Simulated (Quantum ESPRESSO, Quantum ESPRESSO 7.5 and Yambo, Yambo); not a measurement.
# Excitons of SiC (Moissanite): kernels and approximations

Aim: follow the lowest exciton of SiC (Moissanite) as the mesh is refined.

Program: Quantum ESPRESSO 7.5 and Yambo 5.3.0. Level of theory: PBE and many-body steps on it, plane waves. Results are calculated unless marked as measured.

### Step 1. Set-up

Symmetry: P6_3mc, No. 186, hexagonal system. The conventional cell has a = 3.081 Å, b = 3.081 Å, c = 15.125 Å, α = 90.00°, β = 90.00°, γ = 120.00°. Nearest to Si lie 4 C at 1.88 to 1.90 Å. Nearest to Si lie 4 C at 1.89 Å. Nearest to C lie 4 Si at 1.88 to 1.89 Å. C has 4 Si at 1.89 Å nearest. Nearest to C lie 4 Si at 1.89 to 1.90 Å. Farther neighbours are not listed.

The cell and positions come from the Crystallography Open Database and are kept as given unless a step says otherwise.

### Step 2. Empty states on the mesh, 6×6×1 mesh, 306 bands

This step: Quantum ESPRESSO 7.5; DFT, PBE, plane waves, norm-conserving pseudopotentials.

The sums over transitions need many empty states on a uniform mesh; this step solves for them.

Contents of pw.in:

```
&control
  calculation = 'nscf'
  prefix = 'x'
  outdir = 'o'
  pseudo_dir = 'pseudo'
/
&system
  ibrav = 0
  nat = 12
  ntyp = 2
  ecutwfc = 74.0
  nbnd = 306
  force_symmorphic = .true.
/
&electrons
  conv_thr = 1e-9
  electron_maxstep = 80
  diago_full_acc = .true.
  diago_thr_init = 5e-6
/
ATOMIC_SPECIES
  Si 28.085 Si.upf
  C 12.011 C.upf
CELL_PARAMETERS angstrom
  3.0810000000 -0.0000000000 0.0000000000
  -1.5405000000 2.6682242691 0.0000000000
  0.0000000000 0.0000000000 15.1248000000
ATOMIC_POSITIONS crystal
  Si 0.0000000000 0.0000000000 0.0000000000
  Si 0.0000000000 0.0000000000 0.5000000000
  Si 0.3333333333 0.6666666667 0.1664000000
  Si 0.6666666667 0.3333333333 0.6664000000
  Si 0.6666666667 0.3333333333 0.3329000000
  Si 0.3333333333 0.6666666667 0.8329000000
  C 0.3333333333 0.6666666667 0.0412000000
  C 0.6666666667 0.3333333333 0.5412000000
  C 0.6666666667 0.3333333333 0.2080000000
  C 0.3333333333 0.6666666667 0.7080000000
  C 0.0000000000 0.0000000000 0.3746000000
  C 0.0000000000 0.0000000000 0.8746000000
K_POINTS automatic
  6 6 1 0 0 0
```

Started as:

```sh
> OMP_NUM_THREADS=1 mpirun -n 4 pw.x -nk 4 -in pw.in > pw.out
```

The program printed:

```text
Program PWSCF v.7.5 starts

     This program is part of the open-source Quantum ESPRESSO suite
     for quantum simulation of materials; please cite
         "P. Giannozzi et al., J. Phys.:Condens. Matter 21 395502 (2009);
         "P. Giannozzi et al., J. Phys.:Condens. Matter 29 465901 (2017);
         "P. Giannozzi et al., J. Chem. Phys. 152 154105 (2020);
     in publications or presentations arising from this work. More details at

     Atomic positions and unit cell read from directory:
     o/x.save/

     Message from routine setup:
[...]
k = 0.0000 0.3849 0.0000 (  9014 PWs)   bands (ev):

[...]
32.1785  32.2578  32.9326  33.1263  33.3376  33.5735  33.6644  33.9672
     [... 27 further rows ...]
    94.8656  95.3375  95.6230  95.9958  96.2306  96.4734  96.6110  96.8808
    96.9445  97.1717

          k = 0.0000-0.5774 0.0000 (  9034 PWs)   bands (ev):

     [... further k-points ...]

     highest occupied, lowest unoccupied level (ev):     9.5283   11.5451

     XML data file, pseudopotentials, collected wavefunctions

=------------------------------------------------------------------------------=
   JOB DONE.
=------------------------------------------------------------------------------=
```

Elapsed: 62 s, on 4 MPI ranks of Arm Neoverse V2, shared host; peak memory 1.2 GiB.

This step gave:

```yaml
gap: 2.017 eV
k_of_the_valence_top: 0, 0, 0
k_of_the_conduction_bottom: 0, -0.5, 0
least_direct_gap: 3.123 eV
k_points_computed: 7
lowest_point_of_the_top_converged_band_above_the_valence_top: 83.6287 eV
```

On this mesh the gap is 2.017 eV.

The density comes from a self-consistent run that is not shown.

### Step 3. Conversion and set-up

This step: Yambo 5.3.0; conversion and set-up on PBE, plane waves, norm-conserving pseudopotentials.

The states are converted to the many-body program's format and the q mesh is built.

Started as:

```sh
> (cd o/x.save; p2y > p2y.log; mv SAVE ../..); yambo > setup.log
```

The program printed:

```text
 Yambo, version 5.3.0

 [02] CORE Variables Setup
 =========================

  [02.01] Unit cells
  ==================

  Cell kind             :  HCP
  Atoms in the cell     :  Si  C
  number of Si atoms    :   6
  number of C  atoms    :   6

  List of atomic masses
  Mass of Si    :  28.08500
  Mass of C     :  12.01100

  List of atomic coordinates    : [cc]
  Si1       :  0.000000  0.000000  0.000000  order 1
  Si2       :   0.00000   0.00000  14.29086  order 2
  Si3       : -0.29111E-09   3.3615       4.7560      order 3
[...]
BZ  Q-points                                      :   36

 K/Q-points units:
 rlu = crystal or reduced units; cc = cartesian coordinates; iku = interal k-units

 Q [1]          [rlu]:  0.000000  0.000000  0.000000
 Q [2]          [rlu]: -0.59880E-17  0.16667       0.0000
 Q [3]          [rlu]: -0.11976E-16  0.33333       0.0000
 Q [4]          [rlu]:  0.17964E-16 -0.50000       0.0000
 Q [5]          [rlu]:  0.166667  0.166667  0.000000
 Q [6]          [rlu]:  0.166667  0.333333  0.000000
 Q [7]          [rlu]:  0.333333  0.333333  0.000000

  [03.01] X indexes
  =================

   [03.01.01] Sigma indexes
   ========================

 [06] Game Over & Game summary
```

It took 2.3 s on 1 MPI rank; peak memory 0.24 GiB.

### Step 4. Screening and self-energy, 6×6×1 mesh, 306 bands, screening to 163.3 eV

G0W0 replaces the xc potential by the self-energy, built once from these orbitals. Only a window of levels is corrected, while the sums run over the empty bands that the input names.

This step: G0W0 on PBE, plane waves, norm-conserving pseudopotentials.

Contents of gw1.in:

```
HF_and_locXC
gw0
dyson
ppa
em1d
rim_cut
RandQpts= 1000000
RandGvec= 1 RL
EXXRLvcs= 74 Ry
VXCRLvcs= 296 Ry
Chimod= "HARTREE"
% BndsRnXp
 1 | 306 |
%
NGsBlkXp= 12 Ry
% LongDrXp
 1 | 1 | 1 |
%
% GbndRnge
 1 | 306 |
%
DysSolver= "n"
ExtendOut
PPAPntXp= 27.21138 eV
% QPkrange
 1 | 1 | 23 | 26 |
 4 | 4 | 23 | 26 |
%
```

Started as:

```sh
> OMP_NUM_THREADS=2 mpirun -n 2 yambo -F gw1.in -J gw1 -C gw1 > gw1.log
```

The program printed:

```text
 Yambo, version 5.3.0

 [02] CORE Variables Setup
 =========================

  [... cell, symmetries and grids as in the set-up ...]

  [02.05] Energies & Occupations
  ==============================

  [X] === General ===
  [X] Electronic Temperature                        :  0.000000  0.000000 [eV K]
  [X] Bosonic    Temperature                        :  0.000000  0.000000 [eV K]
  [X] Finite Temperature mode                       : no
  [X] El. density                                   :  0.38604E+24 [cm-3]
[...]
QP @ state[ 1 ] b range                          :  23  26
   QP @ state[ 2 ] K range                          :   4   4
   QP @ state[ 2 ] b range                          :  23  26
   GF energies kind                                 : Perdew, Burke & Ernzerhof(X)+Perdew, Burke & Ernzerhof(C)
   GF WF`s kind                                     : Perdew, Burke & Ernzerhof(X)+Perdew, Burke & Ernzerhof(C)
   Xs energies kind                                 : Perdew, Burke & Ernzerhof(X)+Perdew, Burke & Ernzerhof(C)
   Xs WF`s kind                                     : Perdew, Burke & Ernzerhof(X)+Perdew, Burke & Ernzerhof(C)

 [11] Game Over & Game summary
```

The job ended after 18 min (2 MPI ranks; peak memory 1.6 GiB).

Numbers from this step:

```yaml
g0w0_gap_on_the_points_computed: 2.665 eV
starting_gap_on_the_mesh: 2.017 eV
k_of_the_valence_top: 0, 0, 0
k_of_the_conduction_bottom: 0, -0.5, 0
least_direct_g0w0_gap_on_the_computed_points: 3.922 eV
```

The gap on the mesh goes from 2.02 eV to 2.66 eV, a correction of +0.65 eV.

The gap opens by 0.648 eV; the next steps shift the empty bands rigidly by 0.799 eV, the correction at the start's least direct gap.

### Step 5. Excitons

Light makes an electron and a hole together. The Bethe-Salpeter equation adds their screened attraction and their exchange, in a window of bands around the gap.

This step: Bethe-Salpeter equation on PBE with a scissors shift, plane waves, norm-conserving pseudopotentials.

Contents of bse3.in:

```
optics
bss
bse
em1s
dipoles
rim_cut
RandQpts= 1000000
RandGvec= 1 RL
Chimod= "HARTREE"
BSKmod= "SEX"
BSEmod= "resonant"
BSSmod= "d"
BSENGexx= 30 Ry
BSENGBlk= 6 Ry
% BSEQptR
 1 | 1 |
%
% BSEBands
 11 | 32 |
%
% BEnRange
 0 | 9 | eV
%
% BDmRange
 0.1 | 0.1 | eV
%
BEnSteps= 181
% BLongDir
 1 | 0 | 0 |
%
% BndsRnXs
 1 | 155 |
%
NGsBlkXs= 6 Ry
% LongDrXs
 1 | 1 | 1 |
%
% KfnQP_E
 0.799 | 1.0 | 1.0 |
%
WRbsWF
```

Started as:

```sh
> OMP_NUM_THREADS=2 mpirun -n 2 yambo -F bse3.in -J bse3 -C bse3 > bse3.log
```

The program printed:

```text
 Yambo, version 5.3.0

 [02] CORE Variables Setup
 =========================

  [... cell, symmetries and grids as in the set-up ...]

  [02.05] Energies & Occupations
  ==============================

  [X] === General ===
  [X] Electronic Temperature                        :  0.000000  0.000000 [eV K]
  [X] Bosonic    Temperature                        :  0.000000  0.000000 [eV K]
  [X] Finite Temperature mode                       : no
  [X] El. density                                   :  0.38604E+24 [cm-3]
  [X] Fermi Level                                   :  9.528320 [eV]

  [X] === Gaps and Widths ===
  [X] Conduction Band Min                           :  2.016740 [eV]
  [X] Valence Band Max                              :  0.000000 [eV]
  [X] Filled Bands                                  :  24
  [X] Empty Bands                                   :   25  306
  [X] Direct Gap                                    :  3.123141 [eV]
  [X] Direct Gap localized at k                     :   4
  [X] Indirect Gap                                  :  2.016740 [eV]
  [X] Indirect Gap between kpts                     :   1   4
  [X] Last valence band width                       :  2.077945 [eV]
  [X] 1st conduction band width                     :  3.147621 [eV]

 [03] Transferred momenta grid and indexing
 ==========================================

 [BZ sampling] Q-grid is User defined and/or read from the database

 IBZ Q-points                                      :   7
 BZ  Q-points                                      :   36

 K/Q-points units:
 rlu = crystal or reduced units; cc = cartesian coordinates; iku = interal k-units

 Q [1]          [rlu]:  0.000000  0.000000  0.000000
 Q [2]          [rlu]: -0.59880E-17  0.16667       0.0000
 Q [3]          [rlu]: -0.11976E-16  0.33333       0.0000
 Q [4]          [rlu]:  0.17964E-16 -0.50000       0.0000
 Q [5]          [rlu]:  0.166667  0.166667  0.000000
 Q [6]          [rlu]:  0.166667  0.333333  0.000000
 Q [7]          [rlu]:  0.333333  0.333333  0.000000

  [03.01] X + BSE indexes
  =======================

   [03.01.01] Sigma indexes
   ========================

 [04] Coloumb potential Random Integration (RIM)
 ===============================================

  [04.01] RIM initialization
  ==========================

  * Diagonal components only detected *

  8 x (sBL volume)        :  0.065694 [a.u.]
  sBZ random points       :  1000000
  Points outside the sBZ  :   7993074
  RL volume               :  0.295624 [a.u.]
  Integrated volume       :  0.295880 [a.u.]

  [04.02] RIM integrals
  =====================

  Gamma point sphere radius             :  0.073191 [a.u.]
  Points outside the sphere             :   799491
  [Int_sBZ(q=0) 1/q^2]*(Vol_sBZ)^(-1/3) =:  7.699861
                                 should be <:  7.795600

  Summary of Coulomb integrals for non-metallic bands |Q|[au] RIM/Bare

  Q [1] 0.100000E-4 0.987719 * Q [2] 0.207686 1.035382
  Q [5] 0.359723 1.014582 * Q [3] 0.415372 1.011323
  Q [6] 0.549486 1.006889 * Q [4] 0.623058 1.006049
  Q [7] 0.719446 1.004351

 [WARNING] [Xs] User bands 1-155 break level degeneracy

 [05] External/Internal QP corrections
 =====================================

 [QP_apply] Action to be applied: USER defined scissor

  [05.01]  QP corrections report
  ==============================

  [K+QP] === General ===
  [K+QP] Electronic Temperature                     :  0.000000  0.000000 [eV K]
  [K+QP] Bosonic    Temperature                     :  0.000000  0.000000 [eV K]
  [K+QP] Finite Temperature mode                    : no
  [K+QP] El. density                                :  0.38604E+24 [cm-3]
  [K+QP] Fermi Level                                :  0.000000 [eV]

  [K+QP] === Gaps and Widths ===
  [K+QP] Conduction Band Min                        :  2.815740 [eV]
  [K+QP] Valence Band Max                           :  0.000000 [eV]
  [K+QP] Filled Bands                               :  24
  [K+QP] Empty Bands                                :   25  306
  [K+QP] Direct Gap                                 :  3.922141 [eV]
  [K+QP] Direct Gap localized at k                  :   4
  [K+QP] Indirect Gap                               :  2.815740 [eV]
  [K+QP] Indirect Gap between kpts                  :   1   4
  [K+QP] Last valence band width                    :  2.077945 [eV]
  [K+QP] 1st conduction band width                  :  3.147621 [eV]

  [coarse-grid] Minimum Bare Gap        [ev]:  2.016740
  [coarse-grid] Minimum Gap Correction  [ev]:  0.799000

  Eqp @ K [1]
  -15.45523 -14.94927 -14.88428 -13.42485 -13.36216 -11.89786  -8.58747  -6.25180
  -6.206204 -2.442672 -2.395621 -1.152555 -1.152555 -0.972546 -0.972546 -0.847748
  -0.84775     -0.40023     -0.40023     -0.28816     -0.28816     -0.35686E-01 -0.57231E-09   0.0000
   5.963362  6.134772  6.536545  7.047646  7.075017  7.456772  7.715893  7.715893
   7.945358  7.945358  8.143917  8.230415  8.230415  8.395094  8.395094  8.743824
    8.74382   8.87681   9.05270   9.14471   9.14471  10.40760  11.14092  11.27998
  Eqp @ K [2]
[...]
Eqp @ K [3]
[...]
Eqp @ K [4]
[...]
Eqp @ K [5]
[...]
Eqp @ K [6]
[...]
Eqp @ K [7]
[...]
4.292295  4.292307  4.545026  5.842712  7.007732  7.007741  7.441235  7.441247
    8.59490   9.89524  10.01599  10.01599  11.03630  11.09684  11.09684  11.37722
   11.37723  11.47516  11.85429  11.85430  12.03978  12.28772  12.84934  12.84934

 [06] Dipoles
 ============

  [06.01] Setup: observables and procedures
  =========================================

  [WARNING] [x,Vnl] slows the Dipoles computation. To neglect it rename the ns.kb_pp file

  [WARNING] [r,Vnl^pseudo] included in position and velocity dipoles.

  [WARNING] In case H contains other non local terms, these are neglected

 [07] Static Dielectric Matrix
 =============================

 [WR./bse3//ndb.em1s]------------------------------------------------------------
  Brillouin Zone Q/K grids (IBZ/BZ)                :    7   36    7   36
  RL vectors                                       :  11311 [WF]
  Coulomb cutoff potential                         : none
  Electronic Temperature                           :  0.000000 [K]
  Bosonic    Temperature                           :  0.000000 [K]
  Static diel. fun.  energies                      : Perdew, Burke & Ernzerhof(X)+Perdew, Burke & Ernzerhof(C)
  wavefunctions                                    : Perdew, Burke & Ernzerhof(X)+Perdew, Burke & Ernzerhof(C)
  Global Gauge                                     : length
  X matrix size                                    :  209
  X band range                                     :    1  155
  X e/h energy range                               : -1.000000 -1.000000 [eV]
  X Time ordering                                  : T
  X Hxc Kernel                                     : HARTREE
  X Drude frequency                                :  0.000000  0.000000
  X poles                                          :  100.0000 [o/o]
  RL vectors in the sum                            :  11311
  [r,Vnl] included                                 : yes
  Field direction                                  :  0.577350E-5  0.577350E-5  0.577350E-5
  BZ energy Double Grid                            : no
  BZ energy DbGd points                            : 0
  BZ Q point size factor                           : -1.000000
  X Optical Averaged directions                    : none

 [08] Bethe Salpeter Equation driver
 ===================================

  [08.01] Bethe Salpeter Equation @q1
  ===================================

   [08.01.01] Transition pre-analysis @q1
   ======================================

   [08.01.02] Transition Groups build-up @q1
   =========================================

   [BSK] Transition groups (total):  14
   [BSK] Size (resonant):   4032
   [BSK]         (total):   4032
   [BSK] N. of matrices :  1

   [08.01.03] Loading Dipoles @q1
   ==============================

   [08.01.04] Independent Particles properties @q1
   ===============================================

   ==========================================================

   [BSE] Exchange components :  2341
   [BSE] Correlation components :   209   755

    [08.01.05.01] Screened interaction header I/O
    =============================================

    [08.01.05.02] Main kernel loop
    ==============================

    [08.01.05.03] Wave-Function Phases
    ==================================

    [BSE] WF phases found       :  75.43290 [o/o]

   [08.01.06] BSE solver(s) @q1
   ============================

   [08.01.07] Diago Solver @q1
   ===========================

 [11] Game Over & Game summary
```

Run time: 6.2 min. Hardware: 2 MPI ranks; peak memory 1.2 GiB; 20 min of CPU time.

This step gave:

| Property | Result |
| --- | --- |
| transitions in the window | 4032 |
| direct gap of the transition levels | 3.922 eV |
| lowest state | 3.609 eV |
| first strong exciton (over a fiftieth of the strongest listed) | 3.611 eV |
| binding of the lowest state below the direct gap | 0.3131 eV |
| Coulomb term of one mesh cell | 0.3447 eV |

The binding is 0.91 times the screened Coulomb term of one mesh cell (0.34 eV), so it is not shown settled.

The lowest state lies at 3.609 eV, 0.313 eV under the direct gap.

Lines within 3 meV are set at the lowest of them, and the highest group, which the list may cut short, is left out. Exciton lines, with heights relative to the strongest:

| position (eV) | lines merged | strength, relative |
| --- | --- | --- |
| 3.609 | 3 | 100 |
| 3.792 | 3 | 0.0 |
| 4.136 | 6 | 41 |
| 4.165 | 2 | 0.0 |
| 4.185 | 1 | 0.0 |
| 4.223 | 6 | 33 |
| 4.273 | 1 | 0.0 |

The ε₂ has structure finer than the step of the table below, so its rows give means over 0.2 eV, whole bins alone (the curve runs from 0 to 9 eV). Peaks (eV: height): BSE 5.35: 10.9, 5.80: 22.8, 6.20: 22.9, 7.00: 23.4; no electron-hole interaction 6.55: 16.3, 7.45: 28.0.

Field along x; broadening 0.1 eV; transition window only. Limits: finite bands, cutoff and mesh; coarse k mesh; exciton not shown settled in the k mesh. ε₂ against photon energy; means over each step:

| photon energy (eV) | BSE | no electron-hole interaction |
| --- | --- | --- |
| 0.2 | 0.0395 | 0.0314 |
| 0.4 | 0.0422 | 0.0333 |
| 0.6 | 0.0452 | 0.0354 |
| 0.8 | 0.0485 | 0.0376 |
| 1.0 | 0.0523 | 0.0402 |
| 1.2 | 0.0565 | 0.0430 |
| 1.4 | 0.0612 | 0.0461 |
| 1.6 | 0.0666 | 0.0496 |
| 1.8 | 0.0727 | 0.0535 |
| 2.0 | 0.0798 | 0.0579 |
| 2.2 | 0.0880 | 0.0629 |
| 2.4 | 0.0976 | 0.0686 |
| 2.6 | 0.109 | 0.0752 |
| 2.8 | 0.123 | 0.0829 |
| 3.0 | 0.140 | 0.0920 |
| 3.2 | 0.162 | 0.103 |
| 3.4 | 0.194 | 0.116 |
| 3.6 | 0.250 | 0.134 |
| 3.8 | 0.278 | 0.164 |
| 4.0 | 0.350 | 0.195 |
| 4.2 | 0.521 | 0.221 |
| 4.4 | 0.925 | 0.297 |
| 4.6 | 0.973 | 0.490 |
| 4.8 | 1.51 | 0.641 |
| 5.0 | 2.71 | 0.678 |
| 5.2 | 7.12 | 1.12 |
| 5.4 | 9.30 | 2.32 |
| 5.6 | 10.1 | 4.73 |
| 5.8 | 21.0 | 3.98 |
| 6.0 | 17.0 | 7.11 |
| 6.2 | 20.5 | 11.2 |
| 6.4 | 16.0 | 11.3 |
| 6.6 | 19.0 | 14.5 |
| 6.8 | 18.5 | 11.9 |
| 7.0 | 21.3 | 15.5 |
| 7.2 | 14.5 | 15.8 |
| 7.4 | 9.49 | 25.3 |
| 7.6 | 7.48 | 22.1 |
| 7.8 | 6.10 | 14.8 |
| 8.0 | 5.69 | 12.0 |
| 8.2 | 5.15 | 9.75 |
| 8.4 | 4.37 | 8.92 |
| 8.6 | 4.19 | 7.12 |
| 8.8 | 3.59 | 6.24 |

(Part 1 of 4 ends here.)

[Paths, hosts, dates, memory and timing lines, banners, echoed tables and standing remarks are left out of the program output.]

[Logs are printed without paths, hosts, clocks, repeated set-up lines and the standing remarks that a program may print on its own settings, such as how far it seeks lower states.]

[Runs of the session that timed out or met a known fault of the program may be left out.]

[Hosts, paths, dates, database ids (printed as entryN), source tags and the programs' standing remarks are cut or masked in the printed files.]
